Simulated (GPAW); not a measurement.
# KI (Fm-3m) in GPAW: notebook

Aim: see how the results for KI move with the level of theory and the settings. Levels: PBEsol, LDA, r2SCAN. Tasks: band structure, equation of state.

Everything below comes from runs of GPAW 26.7.0. Logs are shortened: lines on timing, memory, paths and dates and some standing lists are left out, and cuts for length are marked. The log counts tension as positive stress, the text compression.

**What was measured.**

A printed reference work, monograph reports, for a bulk crystal of KI: band gap 6.32 eV.

How close the calculation comes is told below.

### 1 The structure

Symmetry: Fm-3m, No. 225, cubic system. Conventional cell: a = 7.066 Å, b = 7.066 Å, c = 7.066 Å, α = 90.00°, β = 90.00°, γ = 90.00°. Around I (site symmetry m-3m) lie 6 K at 3.53 Å. Around K (site symmetry m-3m) lie 6 I at 3.53 Å.

### 2 Band structure, PBEsol

run.py

```python
from ase import Atoms
from ase.dft.bandgap import bandgap
from ase.io import write
from ase.units import GPa
from gpaw import GPAW, PW, setup_paths

setup_paths.insert(0, '.')

atoms = Atoms(['I', 'K'],
              cell=[[0.0, 3.532775, 3.532775],
                    [3.532775, 0.0, 3.532775],
                    [3.532775, 3.532775, 0.0]],
              scaled_positions=[[0.5, 0.5, 0.5],
                                [0.0, 0.0, 0.0]],
              pbc=True)

calc = GPAW(mode=PW(600),
            xc='PBEsol',
            kpts={'size': (7, 7, 7), 'gamma': True},
            occupations={'name': 'fermi-dirac', 'width': 0.05},
            nbands=16,
            convergence={'density': 1e-05, 'energy': 1e-05},
            maxiter=150,
            txt='gpaw.txt')
atoms.calc = calc
energy = atoms.get_potential_energy()
forces = atoms.get_forces()
stress = atoms.get_stress()
calc.write('gs.gpw')
write('result.traj', atoms)
print(f'Energy: {energy:.6f} eV')
print('Forces (eV/A):')
print(forces.round(4))
print('Stress (GPa):', (stress / GPa).round(3))
print('Fermi level:', round(calc.get_fermi_level(), 4), 'eV')
print(f'Gap: {bandgap(calc)[0]:.4f} eV, direct: {bandgap(calc, direct=True)[0]:.4f} eV')

path = atoms.cell.bandpath('GXWKGLUWLK,UX', npoints=100, eps=1e-4)
bs_calc = calc.fixed_density(kpts=path, symmetry='off', nbands=31,
                             convergence={'bands': 'CBM+6.0', 'eigenstates': 1e-6}, txt='bands.txt')
bs = bs_calc.band_structure()
bs.write('bs.json')
print(f'Gap on the path: {bandgap(bs_calc)[0]:.4f} eV')
```

Potentials or basis: PAW data sets generated in the run's folder for this functional, pw.

Command:

```bash
gpaw-setup -f PBEsol I K
OMP_NUM_THREADS=1 python run.py
```

gpaw.txt:

```text
__  _  _
 | _ |_)|_||  |
 |__||  | ||/\| - 26.7.0

Input parameters:
  mode=PW(ecut=600.0),
  convergence={'density': 1e-05, 'energy': 1e-05},
  kpts=MonkhorstPack(size=(7, 7, 7), gamma=True),
  maxiter=150,
  nbands=16,
  occupations=Occupations(name='fermi-dirac', width=0.05),
  xc=XC(name='PBEsol')

Diagonalizing LCAO Hamiltonian
Converting LCAO to pw mode

                   I

       K

Atoms  # Å, Bohr magnetons
|   | symbol |        x |        y |        z |    initial magnetic moments |
|---|--------|----------|----------|----------|-----------------------------|
| 0 |      I | 3.532775 | 3.532775 | 3.532775 | ( 0.0000,  0.0000,  0.0000) |
| 1 |      K | 0.000000 | 0.000000 | 0.000000 | ( 0.0000,  0.0000,  0.0000) |

Unit cell  # Å
| periodic |        x |        y |        z |  lengths |    angles |
|----------|----------|----------|----------|----------|-----------|
|      yes | 0.000000 | 3.532775 | 3.532775 | 4.996098 | 60.000000 |
|      yes | 3.532775 | 0.000000 | 3.532775 | 4.996098 | 60.000000 |
|      yes | 3.532775 | 3.532775 | 0.000000 | 4.996098 | 60.000000 |

Number of symmetries: 48
Symmetry operations  # r_c * U_cc + t_c -> r_c
|    | kind |            matrix            |
|----|------|------------------------------|
|  0 |  σ   |  1, 0, 0,  1, 0,-1,  1,-1, 0 |
|  1 |  C2  |  1, 0, 0,  1,-1, 0,  1, 0,-1 |
|  2 |  E   |  1, 0, 0,  0, 1, 0,  0, 0, 1 |
|  3 |  σ   |  1, 0, 0,  0, 0, 1,  0, 1, 0 |
|  4 |  C4  |  1, 0,-1,  1, 0, 0,  1,-1, 0 |
|  5 |  S6  |  1, 0,-1,  1,-1, 0,  1, 0, 0 |
|  6 |  σ   |  1, 0,-1,  0, 1,-1,  0, 0,-1 |
|  7 |  C3  |  1, 0,-1,  0, 0,-1,  0, 1,-1 |
|  8 |  S6  |  1,-1, 0,  1, 0, 0,  1, 0,-1 |
|  9 |  C4  |  1,-1, 0,  1, 0,-1,  1, 0, 0 |
| 10 |  C3  |  1,-1, 0,  0,-1, 1,  0,-1, 0 |
| 11 |  σ   |  1,-1, 0,  0,-1, 0,  0,-1, 1 |
| 12 |  σ   |  0, 1, 0,  1, 0, 0,  0, 0, 1 |
| 13 |  C4  |  0, 1, 0,  0, 1,-1, -1, 1, 0 |
| 14 |  C3  |  0, 1, 0,  0, 0, 1,  1, 0, 0 |
| 15 |  S6  |  0, 1, 0, -1, 1, 0,  0, 1,-1 |
| 16 |  C2  |  0, 1,-1,  1, 0,-1,  0, 0,-1 |
| 17 |  σ   |  0, 1,-1,  0, 1, 0, -1, 1, 0 |
| 18 |  S4  |  0, 1,-1,  0, 0,-1,  1, 0,-1 |
| 19 |  C4  |  0, 1,-1, -1, 1, 0,  0, 1, 0 |
| 20 |  C3  |  0, 0, 1,  1, 0, 0,  0, 1, 0 |
| 21 |  σ   |  0, 0, 1,  0, 1, 0,  1, 0, 0 |
| 22 |  S6  |  0, 0, 1,  0,-1, 1, -1, 0, 1 |
| 23 |  C4  |  0, 0, 1, -1, 0, 1,  0,-1, 1 |
| 24 |  S4  |  0, 0,-1,  1, 0,-1,  0, 1,-1 |
| 25 |  C3  |  0, 0,-1,  0, 1,-1,  1, 0,-1 |
| 26 |  C2  |  0, 0,-1,  0,-1, 0, -1, 0, 0 |
| 27 |  S6  |  0, 0,-1, -1, 0, 0,  0,-1, 0 |
| 28 |  S4  |  0,-1, 1,  1,-1, 0,  0,-1, 0 |
| 29 |  C4  |  0,-1, 1,  0, 0, 1, -1, 0, 1 |
| 30 |  C2  |  0,-1, 1,  0,-1, 0,  1,-1, 0 |
| 31 |  σ   |  0,-1, 1, -1, 0, 1,  0, 0, 1 |
| 32 |  C3  |  0,-1, 0,  1,-1, 0,  0,-1, 1 |
| 33 |  S6  |  0,-1, 0,  0, 0,-1, -1, 0, 0 |
| 34 |  S4  |  0,-1, 0,  0,-1, 1,  1,-1, 0 |
| 35 |  C2  |  0,-1, 0, -1, 0, 0,  0, 0,-1 |
| 36 |  C2  | -1, 1, 0,  0, 1, 0,  0, 1,-1 |
| 37 |  S6  | -1, 1, 0,  0, 1,-1,  0, 1, 0 |
| 38 |  S4  | -1, 1, 0, -1, 0, 1, -1, 0, 0 |
| 39 |  C3  | -1, 1, 0, -1, 0, 0, -1, 0, 1 |
| 40 |  S6  | -1, 0, 1,  0, 0, 1,  0,-1, 1 |
| 41 |  C2  | -1, 0, 1,  0,-1, 1,  0, 0, 1 |
| 42 |  C3  | -1, 0, 1, -1, 1, 0, -1, 0, 0 |
| 43 |  S4  | -1, 0, 1, -1, 0, 0, -1, 1, 0 |
| 44 |  C2  | -1, 0, 0,  0, 0,-1,  0,-1, 0 |
| 45 |  i   | -1, 0, 0,  0,-1, 0,  0, 0,-1 |
| 46 |  σ   | -1, 0, 0, -1, 1, 0, -1, 0, 1 |
| 47 |  C2  | -1, 0, 0, -1, 0, 1, -1, 1, 0 |

BZ-sampling:
  Number of BZ points: 343
  Number of IBZ points: 20

  Monkhorst-Pack size: [7, 7, 7]
  Monkhorst-Pack shift: [0, 0, 0]

K-points  # in reciprocal-cell coordinates
|     |                                coordinates |     weight |
|-----|--------------------------------------------|------------|
|   0 | (  0.00000000,   0.00000000,   0.00000000) | 0.00291545 |
|   1 | (  0.14285714,   0.14285714,   0.00000000) | 0.01749271 |
|   2 | (  0.14285714,   0.14285714,   0.14285714) | 0.02332362 |
|   3 | (  0.28571429,   0.14285714,   0.14285714) | 0.03498542 |
|   4 | (  0.28571429,   0.28571429,   0.00000000) | 0.01749271 |
|   5 | (  0.28571429,   0.28571429,   0.14285714) | 0.06997085 |
|   6 | (  0.28571429,   0.28571429,   0.28571429) | 0.02332362 |
|   7 | (  0.42857143,  -0.28571429,  -0.28571429) | 0.03498542 |
|   8 | (  0.42857143,   0.28571429,  -0.42857143) | 0.13994169 |
|   9 | (  0.42857143,   0.28571429,  -0.28571429) | 0.06997085 |
| ... |                                            |            |
|  19 | (  0.42857143,   0.42857143,   0.42857143) | 0.02332362 |

Plane wave coefficients: 2958
Cutoff: 600.0 eV

Spin-components: 1 (collinear spins)
Bands:           16
Projectors:      10
Spin-degeneracy: 2
Datatype:        complex128

Parallelization:
  kpt:    1
  domain: 1
  band:   1

Density:
  Valence electrons: 16.0
  Components: 1
  Grid points: [30 30 30]
  Charge: 0.0  # |e|

Potential:
  Grid points: [30 30 30]

species:
  I:
    name:    Iodine
    Z:       53.0
    valence: 7
    core:    46
    charge:  0.0  # [|e|]
    compensation charges:
      type: gauss
      rc: 0.37  # [Å]
      lmax: 2
    cutoffs:
      filter: 2.06  # [Å]
      core: 2.90  # [Å]
    projectors
    | kind |    occ | energy [eV] | rcut [Å] |
    |------|--------|-------------|----------|
    |   5s |  2.000 |     -17.423 |    1.164 |
    |   5p |  5.000 |      -7.100 |    1.164 |
    |    s |        |       9.788 |    1.164 |
    |    p |        |      20.112 |    1.164 |
    |    d |        |       0.000 |    1.164 |

    Using partial waves for I as LCAO basis

  K:
    name:    Potassium
    Z:       19.0
    valence: 9
    core:    10
    charge:  0.0  # [|e|]
    compensation charges:
      type: gauss
      rc: 0.35  # [Å]
      lmax: 2
    cutoffs:
      filter: 1.91  # [Å]
      core: 1.27  # [Å]
    projectors
    | kind |    occ | energy [eV] | rcut [Å] |
    |------|--------|-------------|----------|
    |   3s |  2.000 |     -35.262 |    1.122 |
    |   4s |  1.000 |      -2.301 |    1.122 |
    |   3p |  6.000 |     -18.797 |    1.106 |
    |    p |        |       8.414 |    1.106 |
    |    d |        |       0.000 |    0.937 |

    Using partial waves for K as LCAO basis

Reference energy: -209820.425842  # eV

eigensolver:
[... 26 lines left out ...]
convergence criteria:
- Maximum integral of absolute [dens]ity change: 1e-05 electrons / valence electron
- Maximum [total energy] change in last 3 cyles: 1e-05 eV / valence electron
- Maximum integral of absolute [eigenst]ate change: 4e-08 eV^2 / valence electron
maximum number of iterations: 150

SCF iterations
|iter     | |      energy | eigst |  dens |
|---------|-|-------------|-------|-------|
|iter:   1| |   -6.058436 | -0.27 |       |
|iter:   2| |   -6.050436 | -2.27 | -1.40 |
|iter:   3| |   -5.984449 | -2.26 | -1.42 |
|iter:   4| |   -5.984747 | -3.33 | -1.78 |
|iter:   5| |   -5.985351 | -4.59 | -2.21 |
|iter:   6| |   -5.985401 | -5.88 | -2.88 |
|iter:   7| |   -5.985403c| -7.28 | -3.66 |
|iter:   8| |   -5.985403c| -8.17c| -4.10 |
|iter:   9| |   -5.985403c| -9.03c| -5.24c|

Converged in 9 steps
Energy contributions relative to reference atoms: (reference = -209820.425842)

Energy contributions:
  Kinetic:           3.540184
  Coulomb:          -3.103137
  Zero:             -0.706073
  External:          0.000000
  Xc:               -5.716378
  Entropy:           0.000000
  Spinorbit:         0.000000
  ----------------------------
  Free energy:      -5.985403
  Extrapolated:     -5.985403

dipole moment: (-25.751225, -25.751225, -25.751225)  # |e|*Ang

Fermi level: 2.117
Eigenvalues  # (at kpt = [0.000, 0.000, 0.000])
| band index |      eig [eV] | occ [0-2] |
|------------|---------------|-----------|
|          0 |       -27.923 |     2.000 |
|          1 |       -11.510 |     2.000 |
|          2 |       -11.510 |     2.000 |
|          3 |       -11.510 |     2.000 |
|          4 |       -10.140 |     2.000 |
|          5 |         0.377 |     2.000 |
[... 8 lines left out ...]
|         14 |        10.055 |     0.000 |
|         15 |        13.104 |     0.000 |

Gap: 3.828 eV
Transition (v -> c):
  (s=0, k=0, n=7, [0.00, 0.00, 0.00]) -> (s=0, k=0, n=8, [0.00, 0.00, 0.00])
No difference between direct/indirect transitions

Forces  # eV/Ang
|       x |        y |        z |
|---------|----------|----------|
| 0.00000 |  0.00000 | -0.00000 |  # I    0
| 0.00000 | -0.00000 |  0.00000 |  # K    1

Stress tensor  # eV/Ang^3
|        x |        y |        z |
|----------|----------|----------|
| 0.001860 | 0.000000 | 0.000000 |
| 0.000000 | 0.001860 | 0.000000 |
| 0.000000 | 0.000000 | 0.001860 |

# Writing to gs.gpw (mode='')
```

stdout:

```text
Energy: -5.985403 eV
Forces (eV/A):
[[ 0.  0. -0.]
 [ 0. -0.  0.]]
Stress (GPa): [0.298 0.298 0.298 0.    0.    0.   ]
Fermi level: 2.1168 eV
Gap: 3.8280 eV, direct: 3.8280 eV
Gap on the path: 3.8280 eV
```

Run time: 2.2 min. Hardware: 1 thread of Arm Neoverse V1, shared host; peak memory 0.41 GiB.

What came out:

| Item | Value |
| --- | --- |
| Free energy | -5.9854 eV |
| Pressure | -0.3 GPa |
| Band gap on the k mesh | 3.83 eV, direct |
| Band gap along the path | 3.83 eV, direct |

Levels at the corners of the path, in eV from the valence-band top:
```csv
point,band 5,band 6,band 7,band 8,band 9,band 10,band 11,band 12
Γ,-10.52,0.00,0.00,0.00,3.83,6.44,6.44,6.44
X,-10.37,-1.02,-0.37,-0.37,4.84,5.69,8.07,8.65
W,-10.31,-0.74,-0.74,-0.61,6.38,6.38,6.58,8.10
K,-10.31,-0.87,-0.77,-0.39,5.52,6.57,7.52,8.21
Γ,-10.52,0.00,0.00,0.00,3.83,6.44,6.44,6.44
L,-10.23,-1.34,-0.34,-0.34,5.39,7.62,8.08,8.08
U,-10.31,-0.87,-0.77,-0.39,5.52,6.57,7.52,8.21
W,-10.31,-0.74,-0.74,-0.61,6.38,6.38,6.58,8.10
L,-10.23,-1.34,-0.34,-0.34,5.39,7.62,8.08,8.08
K,-10.31,-0.87,-0.77,-0.39,5.52,6.57,7.52,8.21
U,-10.31,-0.87,-0.77,-0.39,5.52,6.57,7.52,8.21
X,-10.37,-1.02,-0.37,-0.37,4.84,5.69,8.07,8.65
```

Caveat: spin-orbit coupling is left out, which moves the levels of the heavy elements.

(Part 1 of 2 ends here.)
